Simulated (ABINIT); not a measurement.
Runs of ABINIT 10.8.3 (patched build) on Pt. Symmetry: Im-3m, No. 229, cubic system. Conventional cell: a = 3.168 Å, b = 3.168 Å, c = 3.168 Å, α = 90.00°, β = 90.00°, γ = 90.00°. Pt (site symmetry m-3m) is surrounded by 8 Pt at 2.74 Å. This isn't the form of Pt at room conditions, which is fcc.

```tsv
smearing	gap on the mesh (eV)	pressure (GPa)
cold-b (ABINIT) 0.1 eV	none	-0.9
cold (ABINIT) 0.1 eV	none	-0.9
methfessel-paxton 0.1 eV	none	-0.9
fermi-dirac 0.1 eV	none	-0.6
gaussian 0.1 eV	none	(a)
```

Alike in all rows: task single point; level PBE; potentials or basis JTH PAW PBE v2.0; no spin polarisation; cell as given; k mesh 12 × 12 × 12; cutoff (eV) 435.

Q: Fill in the values left out.

A: (a) -0.8.

A k mesh can miss the band edges, and the runs leave out spin-orbit coupling on Pt.

A gap of «none» marks a metal or a gap under the smearing width.
